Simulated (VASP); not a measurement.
**BaS (rocksalt), LDA relaxation of cell and atoms: Ansatz's output and VASP's**

Start cell

```
CELL_PARAMETERS angstrom
0.00000 3.21479 3.21479
3.21479 0.00000 3.21479
3.21479 3.21479 0.00000
ATOMIC_POSITIONS crystal
Ba 0.00000 0.00000 0.00000
S 0.50000 0.50000 0.50000
```

Ansatz printed

```
basis re-selected at this cell: Δ(F+E_penalty+E_count) = +1.065e-4 eV, ΔP = -0.000 GPa vs the last step (what re-selecting the basis moved, of the pressure what is left beyond the Pulay correction that the steps carried, after the strain that the cell walked since its last selection, with what the two solves' SCF thresholds leave and, on support functions, any second-order correction that the steps lacked; it is no measure of the basis error at this ecutwfc). The dense FFT grid was sized anew with the basis: this SCF ran on 30×30×30 points, the steps before it on 32×32×32, so part of this shift can come from that change (see relax.cell in the input reference). This SCF's stress stands 6.39e-3 GPa from its target on what of the cell is left free (relax.cell.stress_tol is 5.00e-2 GPa) and its largest allowed force component is 8.96e-31 eV/Å (relax.f_tol is 5.00e-3 eV/Å): within both
SCF converged after 6 iterations
Free energy (F): -6653.458652 eV
Harris-Foulkes:  -6653.458652 eV  (|F-HF|=1.82e-12)
Internal energy: -6653.458652 eV  (E = F + TS)
E sigma→0 (E₀):  -6653.458652 eV
Fermi energy:    7.027696 eV
--- Per-component energies (eV) ---
  E_band       = -45.544470
  E_kinetic    = 277.890499
  E_local      = -384.927420  (includes V_loc(G=0)·N_el)
  E_nonlocal   = 89.445313
  E_hartree    = 120.956533
  E_xc         = -264.774735
  E_vxc        = -225.683873  (∫ρ·V_xc dr)
  E_paw        = -5626.554404  (= ΣΔE_a)
  E_vpaw       = -44.182040  (= ΣTr[D̂ρ^β])
  E_aug_tail   = -0.000001  (compensation charges beyond the density's cutoff)
  E_ewald      = -865.930151
  E_core_change = 0.435713  (= ΣΔE_core)
  E_smearing   = -0.000000  (= −TS)
  E_closure    = -0.000000  (closes the sum)
  Σ components = -6653.458652   (vs F -6653.458652, Δ=0.00e0)
--- Forces (eV/Å), atoms counted from 1 ---
  atom   1  Ba     0.00000000    -0.00000000     0.00000000
  atom   2  S      0.00000000    -0.00000000    -0.00000000
  max |Σ_I F_I| component: 2.94e-30 eV/Å
--- Stress (GPa, compression-positive) ---
       -0.006391      -0.000000      -0.000000
       -0.000000      -0.006391      -0.000000
       -0.000000      -0.000000      -0.006391
  P = ⅓ Tr σ = -0.0064 GPa (-0.064 kbar)
--- Relaxed structure (4 steps of the walk, 4 accepted, 1 SCFs on fresh bases) ---
  F+E_penalty+E_count = -6653.45865173 eV   max|allowed force component| = 8.957e-31 eV/Å   (the final SCF, on the basis selected at the relaxed cell)
  cell:  # Å, volume = 61.6744 Å³
    - [-2.2419636944740594e-33, 3.135872127046277, 3.135872127046277]
    - [3.135872127046277, -1.2738430082238978e-33, 3.135872127046277]
    - [3.135872127046277, 3.135872127046277, 1.5286116098686752e-34]
  atoms:
    - { symbol: Ba, position: [7.488554318133215e-36, -6.240461931780682e-36, -1.6225201022607468e-35] }
    - { symbol: S, position: [0.5, 0.5, 0.5] }
```

Each program uses its own PAW datasets. VASP's cell holds 16 valence electrons and Ansatz's 16. LDA means the Perdew–Zunger form with relativistic exchange in VASP and the Perdew–Wang form in Ansatz.

**Question.** What does VASP give for the same cell and level of theory?

**Answer.** relaxed cell vector lengths 4.457, 4.457, 4.457 Å; relaxed cell volume 62.61 Å³.

From OUTCAR

```
k-points           NKPTS =     16   k-points in BZ     NKDIM =     16   number of bands    NBANDS=     15

   NELECT =      16.0000    total number of electrons

   dimension x,y,z NGX =    36 NGY =   36 NGZ =   36
   dimension x,y,z NGXF=    72 NGYF=   72 NGZF=   72

  energy-cutoff  :      600.00
  volume of cell :       62.61
      direct lattice vectors                 reciprocal lattice vectors
     0.000000000  3.151695816  3.151695816    -0.158644752  0.158644752  0.158644752
     3.151695816  0.000000000  3.151695816     0.158644752 -0.158644752  0.158644752
     3.151695816  3.151695816  0.000000000     0.158644752  0.158644752 -0.158644752

 k-points in reciprocal lattice and weights: KPOINTS created by Atomic Simulation Env
   0.00000000  0.00000000  0.00000000       0.005
   0.16666667  0.00000000  0.00000000       0.037
   0.33333333  0.00000000  0.00000000       0.037
   0.50000000  0.00000000  0.00000000       0.019
   0.16666667  0.16666667  0.00000000       0.028
   0.33333333  0.16666667  0.00000000       0.111
   0.50000000  0.16666667  0.00000000       0.111
  -0.33333333  0.16666667  0.00000000       0.111
   ...

 E-fermi :   1.9409

 k-point     1 :       0.0000    0.0000    0.0000
  band No.  band energies     occupation
      1     -24.4264      2.00000
      2      -9.4941      2.00000
      3      -9.4941      2.00000
      4      -9.4941      2.00000
      5      -8.9213      2.00000
      6       1.4564      2.00000
      7       1.4564      2.00000
      8       1.4564      2.00000
      9       4.9644      0.00000
     10       5.1571      0.00000
     11       5.1571      0.00000
     12       5.1571      0.00000
     13       6.1857      0.00000
     14       6.1857      0.00000
     15       9.9614      0.00000

 k-point     2 :       0.1667    0.0000    0.0000
  band No.  band energies     occupation
      1     -24.4123      2.00000
      2     -10.0697      2.00000
      3      -9.5056      2.00000
      4      -9.5056      2.00000
      5      -8.3230      2.00000
      6       0.7367      2.00000
      7       1.0717      2.00000
      8       1.0717      2.00000
      9       5.2024      0.00000
     10       5.5906      0.00000
     11       5.5906      0.00000
     12       5.9969      0.00000
     13       7.0268      0.00000
     14       7.0268      0.00000
     15      11.0952      0.00000

 k-point     3 :       0.3333    0.0000    0.0000
  band No.  band energies     occupation
      1     -24.3839      2.00000
      2     -10.6375      2.00000
      3      -9.5283      2.00000
      4      -9.5283      2.00000
      5      -7.7040      2.00000
      6      -0.2531      2.00000
      7       0.4943      2.00000
      8       0.4943      2.00000
      9       5.7889      0.00000
     10       6.7477      0.00000
     11       6.7477      0.00000
     12       7.5009      0.00000
     13       8.8978      0.00000
     14       8.8978      0.00000
     15      11.9621      0.00000

 k-point     4 :       0.5000    0.0000    0.0000
  band No.  band energies     occupation
      1     -24.3696      2.00000
      2     -10.8479      2.00000
      3      -9.5395      2.00000
      4      -9.5395      2.00000
      5      -7.4639      2.00000
      6      -0.6524      2.00000
      7       0.2601      2.00000
      8       0.2601      2.00000
      9       6.9831      0.00000
     10       7.0469      0.00000
     11       7.7824      0.00000
     12       7.7824      0.00000
     13      10.3869      0.00000
     14      10.3869      0.00000
     15      10.6641      0.00000

 k-point     5 :       0.1667    0.1667    0.0000
  band No.  band energies     occupation
      1     -24.4078      2.00000
      2     -10.0576      2.00000
      3      -9.5528      2.00000
      4      -9.5528      2.00000
      5      -8.2987      2.00000
      6       0.3458      2.00000
      7       1.3317      2.00000
      8       1.3317      2.00000
      9       4.4944      0.00000
     10       5.6438      0.00000
     11       6.1446      0.00000
     12       6.1446      0.00000
     13       6.4384      0.00000
     14       8.2243      0.00000
     15      11.3983      0.00000

 k-point     6 :       0.3333    0.1667    0.0000
  band No.  band energies     occupation
      1     -24.3844      2.00000
      2     -10.4233      2.00000
      3      -9.5934      2.00000
      4      -9.5871      2.00000
      5      -7.9836      2.00000
      6      -0.0388      2.00000
      7       0.8395      2.00000
      8       0.9774      2.00000
      9       4.5546      0.00000
     10       6.7470      0.00000
     11       7.1536      0.00000
     12       7.2336      0.00000
     13       7.4843      0.00000
     14       9.6905      0.00000
     15      12.0874      0.00000

 ...

  Total        0.0021508      0.0021508      0.0021508      0.0000000      0.0000000      0.0000000
  in kB        0.0550360      0.0550360      0.0550360      0.0000000      0.0000000      0.0000000
  external PRESSURE =       0.0550360 kB  Pullay stress =       0.0000000 kB

 POSITION                                       TOTAL-FORCE (eV/Angst)
 -----------------------------------------------------------------------------------
      0.00000      0.00000      0.00000         0.000000     -0.000000     -0.000000
      3.15170      3.15170      3.15170        -0.000000      0.000000      0.000000
 -----------------------------------------------------------------------------------
    total drift:                                0.000000      0.000000      0.000000

  FREE ENERGIE OF THE ION-ELECTRON SYSTEM (eV)
  ---------------------------------------------------
  free  energy   TOTEN  =       -11.1747491440 eV

  energy  without entropy=      -11.1747491440  energy(sigma->0) =      -11.17474914
```
